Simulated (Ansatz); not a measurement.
SiO2 (P4_32_12) under several functionals

Plane-wave DFT in Ansatz with scalar-relativistic PAW potentials. The same structure was relaxed (cell and atoms, symmetry kept) in separate runs at each level. This form isn't the usual stable structure of the compound. No spin polarisation.

| level | cutoff (eV) | k mesh | V (Å³/atom) | a (Å) | c (Å) | gap (eV) |
| --- | --- | --- | --- | --- | --- | --- |
| LDA | 420 | 6×6×4 | 14.035 | 4.948 | 6.878 | 5.55 |
| r2SCAN | 500 | 6×6×4 | 14.312 | 4.982 | 6.921 | 6.35 |
| PBE | 420 | 6×6×4 | 15.284 | 5.083 | 7.098 | 5.51 |

Question: Where does PBEsol (420 eV, k mesh 6×6×4) fall?

Answer: V (Å³/atom) 14.758, a (Å) 5.028, c (Å) 7.006, gap (eV) 5.57. Its volume is between those of r2SCAN and PBE. The usual order of volumes, LDA < PBEsol < PBE, holds here (14.035, 14.758, 15.284 Å³/atom). As a rule LDA overbinds; PBEsol, built on the gradient expansion of slowly varying densities, lies between LDA and PBE; PBE's stronger gradient term for exchange weakens bonds. r2SCAN lies 6.4 % under PBE in volume. Each gap belongs to its own cell, so it mixes the functional's effect with that of the volume; gaps are the least found on the k mesh or on a band path.